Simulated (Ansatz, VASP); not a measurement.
Ge: VASP beside Ansatz

```
CELL_PARAMETERS angstrom
2.99111 0.00000 0.00000
-1.51052 2.58168 0.00000
0.00000 0.00000 4.72760
ATOMIC_POSITIONS crystal
Ge 0.66655 0.33345 0.25000
Ge 0.33345 0.66655 0.75000
```

This isn't the form of Ge at room conditions, which is diamond.

Alike in both runs: task single point; functional PBEsol; k mesh 9 × 9 × 5; occupations gaussian, width 0.1 eV; no spin polarisation.

```csv
,VASP,Ansatz
version,VASP 6.6.1,Ansatz 0.2.0
potentials or method,"VASP PAW PBE potentials, release 64 (Ge_d)","plane waves, PAW"
plane-wave cutoff (eV),520,571
valence electrons in the cell,28,28
```

```csv
,VASP,Ansatz,Ansatz less VASP
pressure (GPa),-0.2,-0.3,-0.03
largest component of the traceless stress (GPa),1.18,1.18,+0.002
```

Caveats: the PAW data sets were made with another functional, which shifts forces and pressure a little (VASP).
